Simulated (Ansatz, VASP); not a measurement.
**GaP in VASP and in Ansatz**

```
Ga P
1.0
     0.00000    2.87911    2.87911
     2.87911    0.00000    2.87911
     2.87911    2.87911    0.00000
Ga P
1 1
Direct
  0.00000 0.00000 0.00000
  0.25000 0.25000 0.25000
```

Change from the starting cell: hydrostatic strain +5.6%.

Alike in both runs: task single point; functional r2SCAN; k mesh 8 × 8 × 8; no spin polarisation.

```csv
,VASP,Ansatz
version,VASP 6.6.1,Ansatz 0.2.0
potentials or method,"VASP PAW PBE potentials, release 64 (Ga_d, P)","plane waves, PAW"
plane-wave cutoff (eV),520,500
occupations,"gaussian, width 0.01 eV",fixed
valence electrons in the cell,18,18
```

VASP gave:

```
gap on the k mesh at the Fermi level (eV) : 0.95
pressure (GPa)                            : -10.0
```

What did Ansatz give for the same quantities?

gap on the k mesh at the Fermi level (eV): 0.97; pressure (GPa): -10.0.

Caveats: the PAW data sets were made with another functional, which shifts forces and pressure a little (VASP).
